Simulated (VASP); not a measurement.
A run of VASP 6.6.1 is set up as follows.

POSCAR

```
Ag
1.0
    0.0000000000      2.0427500000      2.0427500000
    2.0427500000      0.0000000000      2.0427500000
    2.0427500000      2.0427500000      0.0000000000
Ag
1
Direct
    0.0000000000      0.0000000000      0.0000000000
```

File INCAR.step1:

```
PREC = Accurate
ENCUT = 520
EDIFF = 1E-6
ISMEAR = -1
SIGMA = 0.05
LREAL = F
LASPH = T
NELM = 60
ALGO = Fast
ISIF = 2
LWAVE = F
LCHARG = T
LMAXMIX = 4
GGA = 91
NBANDS = 12
```

KPOINTS.step1

```
regular mesh
0
Gamma
  11 11 11
```

Contents of INCAR.step2:

```
PREC = Accurate
ENCUT = 520
EDIFF = 1E-6
ISMEAR = 0
SIGMA = 0.05
LREAL = F
LASPH = T
NELM = 60
ALGO = Fast
ISIF = 2
LWAVE = F
LCHARG = F
LMAXMIX = 4
GGA = 91
NBANDS = 12
ICHARG = 11
```

Contents of KPOINTS.step2:

```
path GXWKGLUWLK,UX
20
line-mode
reciprocal
 0.0000000000  0.0000000000  0.0000000000  G
 0.5000000000  0.0000000000  0.5000000000  X

 0.5000000000  0.0000000000  0.5000000000  X
 0.5000000000  0.2500000000  0.7500000000  W

 0.5000000000  0.2500000000  0.7500000000  W
 0.3750000000  0.3750000000  0.7500000000  K

 0.3750000000  0.3750000000  0.7500000000  K
 0.0000000000  0.0000000000  0.0000000000  G

 0.0000000000  0.0000000000  0.0000000000  G
 0.5000000000  0.5000000000  0.5000000000  L

 0.5000000000  0.5000000000  0.5000000000  L
 0.6250000000  0.2500000000  0.6250000000  U

 0.6250000000  0.2500000000  0.6250000000  U
 0.5000000000  0.2500000000  0.7500000000  W

 0.5000000000  0.2500000000  0.7500000000  W
 0.5000000000  0.5000000000  0.5000000000  L

 0.5000000000  0.5000000000  0.5000000000  L
 0.3750000000  0.3750000000  0.7500000000  K

 0.6250000000  0.2500000000  0.6250000000  U
 0.5000000000  0.0000000000  0.5000000000  X
```

Potentials or basis: VASP PAW PBE potentials, release 64 (Ag).

Run with:

```console
$ cat potpaw_PBE.64/Ag/POTCAR > POTCAR
$ cp INCAR.step1 INCAR
$ cp KPOINTS.step1 KPOINTS
$ mpirun -np 1 vasp_std > vasp.out
$ cp INCAR.step2 INCAR
$ cp KPOINTS.step2 KPOINTS
$ mpirun -np 1 vasp_std > vasp.out
```

(1) Estimate the band gap along the path.

Answers

(1) none (metal or under the smearing width).
